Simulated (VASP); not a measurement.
# TiB2 (P6/mmm) in VASP: a series of runs, part 3 of 4

VASP 6.6.1. Earlier steps stand in the parts before.

### Step 10. Equation of state, PBE

This step only gathers the single runs of the series.

What came out:

* Equilibrium volume: 8.57 Å³/atom
* Bulk modulus at fixed shape and positions: 254 GPa
* Pressure derivative of the bulk modulus: 3.8

Energy against volume, from the lowest point:
```
volume (Å³/atom)  energy (meV/atom)
           8.039              29.12
           8.210              12.96
           8.381               3.46
           8.552               0.00
           8.723               2.03
           8.894               9.03
           9.065              20.56
```

Caveat: the cell was scaled at fixed shape and fractional positions, which overstates the stiffness of a crystal with free parameters, most of all of layers and chains.

### Step 11. Single point, PBEsol

The input, INCAR:

```
SYSTEM = TiB2
  ALGO = Normal
  EDIFF = 1E-7
  ENCUT = 520
  GGA = PS
  ISIF = 2
  ISMEAR = -1
  LASPH = .True.
  LCHARG = .False.
  LREAL = .False.
  LWAVE = .False.
  NBANDS = 16
  NELM = 60
  PREC = Accurate
  SIGMA = 0.05
```

The input, KPOINTS:

```
k-points
0
Gamma
  10 10 8
  0 0 0
```

The input, POSCAR:

```
TiB2
1.0
    3.0292000000      0.0000000000      0.0000000000
   -1.5146000000      2.6233641531      0.0000000000
    0.0000000000      0.0000000000      3.2284000000
Ti B
1 2
Direct
    0.0000000000      0.0000000000      0.0000000000
    0.6666666667      0.3333333333      0.5000000000
    0.3333333333      0.6666666667      0.5000000000
```

Potentials or basis: VASP PAW PBE potentials, release 64 (Ti_sv, B).

On the command line:

```console
> cat potpaw_PBE.64/Ti_sv/POTCAR potpaw_PBE.64/B/POTCAR > POTCAR
> mpirun -np 1 vasp_std > vasp.out
```

OUTCAR:

```text
SYSTEM = TiB2
   EDIFF = 1E-7
   ENCUT = 520
   GGA = PS
   ISIF = 2
   ISMEAR = -1
   LASPH = .True.
   LREAL = .False.
   NELM = 60
   PREC = Accurate

 ion  position               nearest neighbor table
   1  0.000  0.000  0.000-   2 2.38   3 2.38   2 2.38   3 2.38   3 2.38   3 2.38   2 2.38   2 2.38
                             2 2.38   2 2.38   3 2.38   3 2.38
   2  0.667  0.333  0.500-   3 1.75   3 1.75   3 1.75   1 2.38   1 2.38   1 2.38   1 2.38   1 2.38
                             1 2.38
   3  0.333  0.667  0.500-   2 1.75   2 1.75   2 1.75   1 2.38   1 2.38   1 2.38   1 2.38   1 2.38
                             1 2.38

  LATTYP: Found a hexagonal cell.
 ALAT       =     3.0292000000
 C/A-ratio  =     1.0657599366

  Lattice vectors:

 A1 = (   3.0292000000,   0.0000000000,   0.0000000000)
 A2 = (  -1.5146000000,   2.6233641531,   0.0000000000)
 A3 = (   0.0000000000,   0.0000000000,   3.2284000000)

Analysis of symmetry for initial positions (statically):
=====================================================================
 Subroutine PRICEL returns:
 Original cell was already a primitive cell.

 Routine SETGRP: Setting up the symmetry group for a
 hexagonal supercell.

 Subroutine GETGRP returns: Found 24 space group operations
 (whereof 24 operations were pure point group operations)
 out of a pool of 24 trial point group operations.

The static configuration has the point symmetry D_6h.

Analysis of symmetry for dynamics (positions and initial velocities):
=====================================================================
 Subroutine PRICEL returns:
 Original cell was already a primitive cell.

 Routine SETGRP: Setting up the symmetry group for a
 hexagonal supercell.

 Subroutine GETGRP returns: Found 24 space group operations
 (whereof 24 operations were pure point group operations)
 out of a pool of 24 trial point group operations.

The dynamic configuration has the point symmetry D_6h.

 Subroutine INISYM returns: Found 24 space group operations
 (whereof 24 operations are pure point group operations),
 and found     1 'primitive' translations

----------------------------------------------------------------------------------------

                                     Primitive cell

  volume of cell :      25.6551

  direct lattice vectors                    reciprocal lattice vectors
     3.029200000  0.000000000  0.000000000     0.330120164  0.190594965  0.000000000
    -1.514600000  2.623364153  0.000000000     0.000000000  0.381189931  0.000000000
     0.000000000  0.000000000  3.228400000     0.000000000  0.000000000  0.309750960

  length of vectors
     3.029200000  3.029200000  3.228400000     0.381189931  0.381189931  0.309750960

  position of ions in fractional coordinates (direct lattice)
     0.000000000  0.000000000  0.000000000
     0.666666667  0.333333333  0.500000000
     0.333333333  0.666666667  0.500000000

  ion indices of the primitive-cell ions
   primitive index   ion index
                 1           1
                 2           2
                 3           3

----------------------------------------------------------------------------------------

 KPOINTS: k-points

Automatic generation of k-mesh.
 Grid dimensions read from file:
 generate k-points for:   10   10    8

 Generating k-lattice:

  Cartesian coordinates                     Fractional coordinates (reciprocal lattice)
     0.033012016  0.019059497  0.000000000     0.100000000  0.000000000  0.000000000
     0.000000000  0.038118993  0.000000000     0.000000000  0.100000000  0.000000000
     0.000000000  0.000000000  0.038718870     0.000000000  0.000000000  0.125000000

  Length of vectors
     0.038118993  0.038118993  0.038718870

  Shift w.r.t. Gamma in fractional coordinates (k-lattice)
     0.000000000  0.000000000  0.000000000

 Subroutine IBZKPT returns following result:
 ===========================================

 Found     70 irreducible k-points:

 Following reciprocal coordinates:
            Coordinates               Weight
  0.000000  0.000000  0.000000      1.000000
  0.100000 -0.000000  0.000000      6.000000
  0.200000 -0.000000  0.000000      6.000000
  0.300000 -0.000000  0.000000      6.000000
  0.400000 -0.000000  0.000000      6.000000
  0.500000 -0.000000  0.000000      3.000000
[... 16 lines left out ...]
  0.300000  0.100000  0.125000     24.000000
  0.400000  0.100000  0.125000     24.000000
 [... further k-points ...]
   k-points           NKPTS =     70   k-points in BZ     NKDIM =     70   number of bands    NBANDS=     16
   number of dos      NEDOS =    301   number of ions     NIONS =      3
   total plane-waves  NPLWV =  13824
   dimension x,y,z NGX =    24 NGY =   24 NGZ =   24
   dimension x,y,z NGXF=    48 NGYF=   48 NGZF=   48
   ions per type =               1   2
   NGX,Y,Z   is equivalent  to a cutoff of  13.17, 13.17, 12.36 a.u.
   NGXF,Y,Z  is equivalent  to a cutoff of  26.34, 26.34, 24.72 a.u.
 SYSTEM =  TiB2
   PREC   = accura    normal or accurate (medium, high low for compatibility)
   ISTART =      0    job   : 0-new  1-cont  2-samecut
   ICHARG =      2    charge: 1-file 2-atom 10-const
   ISPIN  =      1    spin polarized calculation?
   LNONCOLLINEAR =      F non collinear calculations
   LSORBIT =      F    spin-orbit coupling
   LASPH  =      T    aspherical Exc in radial PAW
   ENCUT  =  520.0 eV  38.22 Ry    6.18 a.u.   5.63  5.63  6.00*2*pi/ulx,y,z
   NELM   =     60;   NELMIN=  2; NELMDL= -5     # of ELM steps
   EDIFF  = 0.1E-06   stopping-criterion for ELM
   LREAL  =      F    real-space projection
   EDIFFG = 0.1E-05   stopping-criterion for IOM
   NSW    =      0    number of steps for IOM
   IBRION =     -1    ionic relax: 0-MD 1-quasi-New 2-CG
   NFREE  =      0    steps in history (QN), initial steepest desc. (CG)
   ISIF   =      2    stress and relaxation
   ISYM   =      2    0-nonsym 1-usesym 2-fastsym
   POTIM  = 0.5000    time-step for ionic-motion
   TEBEG  =    0.0;   TEEND  =   0.0 temperature during run
   PSTRESS=    0.0 pullay stress
   NELECT =      18.0000    total number of electrons
   NUPDOWN=      -1.0000    fix difference up-down
   EMIN   =  10.00;   EMAX   =-10.00  energy-range for DOS
   EFERMI =   0.00;   METHOD = LEGACY
   ISMEAR =    -1;   SIGMA  =   0.05  broadening in eV -4-tet -1-fermi 0-gaus
   EFERMI_NEDOS =   21; number of points for ismear=-14 and -15
   IALGO  =     38    algorithm
   IMIX   =      4    mixing-type and parameters
     AMIX     =   0.40;   BMIX     =  1.00
     AMIX_MAG =   1.60;   BMIX_MAG =  1.00
  volume/ion in A,a.u.               =       8.55        57.71
  Fermi-wavevector in a.u.,A,eV,Ry     =   1.454703  2.748990 28.792122  2.116161
  Thomas-Fermi vector in A             =   2.571823
   LORBIT       =      0    0 simple, 1 ext, 2 COOP (PROOUT), +10 PAW based schemes
   GGA     = PS    functional components
   LHFCALC =     F    Hartree Fock is set to
   AEXX    =    0.0000 exact exchange contribution
   IVDW    =     0    specifies the selected vdW correction
   LEPSILON=     F    determine dielectric tensor
   LRPA    =     F    only Hartree local field effects (RPA)
 non-spin polarized calculation
  energy-cutoff  :      520.00
  volume of cell :       25.66
 maximum number of plane-waves:       721
 NGX is ok and might be reduce to    24
   NGX = 11   NGY = 11   NGZ = 13

 number of electron      18.0000002 magnetization

 Free energy of the ion-electron system (eV)
  ---------------------------------------------------
  ext. energy  EPLUGINS =         0.00000000
  ---------------------------------------------------
  free energy    TOTEN  =       -25.77830971 eV

  energy without entropy =      -25.77199888  energy(sigma->0) =      -25.77515430

 E-fermi :   9.8386     XC(G=0): -12.8718

 val. band max:        9.8123099244   @ k =   0.2000   0.2000   0.1250
 cond. band min:       9.8400461066   @ k =   0.3000   0.2000   0.0000
 fundamental gap:      0.0277361822
 Fermi energy:         9.8385542579

 k-point     1 :       0.0000    0.0000    0.0000
  band No.  band energies     occupation
      1     -46.7957      2.00000
      2     -23.2493      2.00000
      3     -22.9372      2.00000
      4     -22.9372      2.00000
      5      -3.5608      2.00000
      6       7.3136      2.00000
[... 8 lines left out ...]
     15      15.6758      0.00000
     16      16.8844      0.00000
[... 419 lines left out ...]
 k-point    24 :       0.4000    0.1000    0.1250
  band No.  band energies     occupation
      1     -46.7377      2.00000
      2     -23.3232      2.00000
      3     -23.2050      2.00000
      4     -23.0516      2.00000
      5       0.1150      2.00000
      6       1.5525      2.00000
[... 8 lines left out ...]
     15      18.5357      0.00000
     16      19.4317      0.00000

 [... further k-points ...]
[... 5 lines left out ...]
  --------------------------------------------------------------------------------------
  -------------------------------------------------------------------------------------
  Total       -0.6307652     -0.6307652     -1.0003453      0.0000000      0.0000000     -0.0000000
  in kB      -39.3916724    -39.3916724    -62.4721759      0.0000000      0.0000000     -0.0000000
  external PRESSURE =     -47.0851736 kB  Pullay stress =       0.0000000 kB

 VOLUME and BASIS-vectors are now :
 -----------------------------------------------------------------------------
  energy-cutoff  :      520.00
  volume of cell :       25.66
      direct lattice vectors                 reciprocal lattice vectors
     3.029200000  0.000000000  0.000000000     0.330120164  0.190594965  0.000000000
    -1.514600000  2.623364153  0.000000000     0.000000000  0.381189931  0.000000000
     0.000000000  0.000000000  3.228400000     0.000000000  0.000000000  0.309750960

 POSITION                                       TOTAL-FORCE (eV/Angst)
 -----------------------------------------------------------------------------------
      0.00000      0.00000      0.00000         0.000000      0.000000      0.000000
      1.51460      0.87445      1.61420         0.000000      0.000000      0.000000
     -0.00000      1.74891      1.61420        -0.000000     -0.000000      0.000000
 -----------------------------------------------------------------------------------
    total drift:                               -0.000000      0.000000      0.000000

  FREE ENERGIE OF THE ION-ELECTRON SYSTEM (eV)
  ---------------------------------------------------
  free  energy   TOTEN  =       -25.7783097132 eV

  energy  without entropy=      -25.7719988814  energy(sigma->0) =      -25.77515430
```

It took 15 s on 1 thread of Intel Xeon Platinum 8488C (Sapphire Rapids), shared host; peak memory 0.15 GiB.

Results:

- Free energy: -25.7783 eV
- Pressure: -4.7 GPa
- Band gap on the k mesh: none (metal or under the smearing width)

Stress tensor (GPa, compression positive):
```
-3.94  0.00  0.00
 0.00 -3.94  0.00
 0.00  0.00 -6.25
```

Caveat: the PAW data sets were made with another functional, which shifts forces and pressure a little.

### Step 12. Equation of state, PBEsol, 8.04 Å³/atom (volume scaled by 0.94)

INCAR is that of step 11.

KPOINTS is that of step 11.

The input, POSCAR:

```
TiB2
1.0
    2.9673622405      0.0000000000      0.0000000000
   -1.4836811203      2.5698110825      0.0000000000
    0.0000000000      0.0000000000      3.1624957934
Ti B
1 2
Direct
    0.0000000000      0.0000000000      0.0000000000
    0.6666666667      0.3333333333      0.5000000000
    0.3333333333      0.6666666667      0.5000000000
```

Potentials or basis: VASP PAW PBE potentials, release 64 (Ti_sv, B).

On the command line:

```console
> cat potpaw_PBE.64/Ti_sv/POTCAR potpaw_PBE.64/B/POTCAR > POTCAR
> mpirun -np 1 vasp_std > vasp.out
```

Run time: 16 s. Hardware: 1 thread of Intel Xeon Platinum 8488C (Sapphire Rapids), shared host; peak memory 0.15 GiB.

The run converged. Its results:

```yaml
Free_energy: -25.7435 eV
Pressure: 12.6 GPa
Band_gap_on_the_k_mesh: none (metal or under the smearing width)
```

Caveat: the PAW data sets were made with another functional, which shifts forces and pressure a little.

### Step 13. Equation of state, PBEsol, 8.21 Å³/atom (volume scaled by 0.96)

INCAR is that of step 12.

KPOINTS is that of step 12.

The input, POSCAR:

```
TiB2
1.0
    2.9882598462      0.0000000000      0.0000000000
   -1.4941299231      2.5879089399      0.0000000000
    0.0000000000      0.0000000000      3.1847676243
Ti B
1 2
Direct
    0.0000000000      0.0000000000      0.0000000000
    0.6666666667      0.3333333333      0.5000000000
    0.3333333333      0.6666666667      0.5000000000
```

On the command line:

```console
> cat potpaw_PBE.64/Ti_sv/POTCAR potpaw_PBE.64/B/POTCAR > POTCAR
> mpirun -np 1 vasp_std > vasp.out
```

Run time: 16 s. Hardware: 1 thread of Intel Xeon Platinum 8488C (Sapphire Rapids), shared host; peak memory 0.15 GiB.

The run converged. Its results:

```
Free energy            : -25.7738 eV
Pressure               : 6.3 GPa
Band gap on the k mesh : none (metal or under the smearing width)
```

Caveat: the PAW data sets were made with another functional, which shifts forces and pressure a little.

### Step 14. Equation of state, PBEsol, 8.38 Å³/atom (volume scaled by 0.98)

INCAR is that of step 13.

KPOINTS is that of step 13.

The input, POSCAR:

```
TiB2
1.0
    3.0088691861      0.0000000000      0.0000000000
   -1.5044345930      2.6057571518      0.0000000000
    0.0000000000      0.0000000000      3.2067322330
Ti B
1 2
Direct
    0.0000000000      0.0000000000      0.0000000000
    0.6666666667      0.3333333333      0.5000000000
    0.3333333333      0.6666666667      0.5000000000
```

On the command line:

```console
> cat potpaw_PBE.64/Ti_sv/POTCAR potpaw_PBE.64/B/POTCAR > POTCAR
> mpirun -np 1 vasp_std > vasp.out
```

Wall time 17 s (1 thread of Intel Xeon Platinum 8488C (Sapphire Rapids), shared host); peak memory 0.15 GiB.

The run converged. Its results:

```yaml
Free_energy: -25.7848 eV
Pressure: 0.5 GPa
Band_gap_on_the_k_mesh: none (metal or under the smearing width)
```

Caveat: the PAW data sets were made with another functional, which shifts forces and pressure a little.

### Step 15. Equation of state, PBEsol, 8.72 Å³/atom (volume scaled by 1.02)

INCAR is that of step 14.

KPOINTS is that of step 14.

The input, POSCAR:

```
TiB2
1.0
    3.0492615118      0.0000000000      0.0000000000
   -1.5246307559      2.6407379320      0.0000000000
    0.0000000000      0.0000000000      3.2497807555
Ti B
1 2
Direct
    0.0000000000      0.0000000000      0.0000000000
    0.6666666667      0.3333333333      0.5000000000
    0.3333333333      0.6666666667      0.5000000000
```

Potentials or basis: VASP PAW PBE potentials, release 64 (Ti_sv, B).

On the command line:

```console
> cat potpaw_PBE.64/Ti_sv/POTCAR potpaw_PBE.64/B/POTCAR > POTCAR
> mpirun -np 1 vasp_std > vasp.out
```

It took 18 s on 1 thread of Intel Xeon Platinum 8488C (Sapphire Rapids), shared host; peak memory 0.15 GiB.

Results (log left out):

```
Free energy            : -25.7559 eV
Pressure               : -9.4 GPa
Band gap on the k mesh : none (metal or under the smearing width)
```

Caveat: the PAW data sets were made with another functional, which shifts forces and pressure a little.

### Step 16. Equation of state, PBEsol, 8.89 Å³/atom (volume scaled by 1.04)

INCAR is that of step 15.

KPOINTS is that of step 15.

The input, POSCAR:

```
TiB2
1.0
    3.0690624661      0.0000000000      0.0000000000
   -1.5345312330      2.6578860614      0.0000000000
    0.0000000000      0.0000000000      3.2708838193
Ti B
1 2
Direct
    0.0000000000      0.0000000000      0.0000000000
    0.6666666667      0.3333333333      0.5000000000
    0.3333333333      0.6666666667      0.5000000000
```

On the command line:

```console
> cat potpaw_PBE.64/Ti_sv/POTCAR potpaw_PBE.64/B/POTCAR > POTCAR
> mpirun -np 1 vasp_std > vasp.out
```

Run time: 20 s. Hardware: 1 thread of Intel Xeon Platinum 8488C (Sapphire Rapids), shared host; peak memory 0.15 GiB.

Results (log left out):

| Property | Result |
| --- | --- |
| Free energy | -25.7190 eV |
| Pressure | -13.7 GPa |
| Band gap on the k mesh | none (metal or under the smearing width) |

Caveat: the PAW data sets were made with another functional, which shifts forces and pressure a little.

### Step 17. Equation of state, PBEsol, 9.06 Å³/atom (volume scaled by 1.06)

INCAR is that of step 16.

KPOINTS is that of step 16.

The input, POSCAR:

```
TiB2
1.0
    3.0886111617      0.0000000000      0.0000000000
   -1.5443055808      2.6748157284      0.0000000000
    0.0000000000      0.0000000000      3.2917180359
Ti B
1 2
Direct
    0.0000000000      0.0000000000      0.0000000000
    0.6666666667      0.3333333333      0.5000000000
    0.3333333333      0.6666666667      0.5000000000
```

On the command line:

```console
> cat potpaw_PBE.64/Ti_sv/POTCAR potpaw_PBE.64/B/POTCAR > POTCAR
> mpirun -np 1 vasp_std > vasp.out
```

It took 19 s on 1 thread of Intel Xeon Platinum 8488C (Sapphire Rapids), shared host; peak memory 0.15 GiB.

It converged, with:

- Free energy: -25.6690 eV
- Pressure: -17.6 GPa
- Band gap on the k mesh: none (metal or under the smearing width)

Caveat: the PAW data sets were made with another functional, which shifts forces and pressure a little.

[end of part 3 of 4]
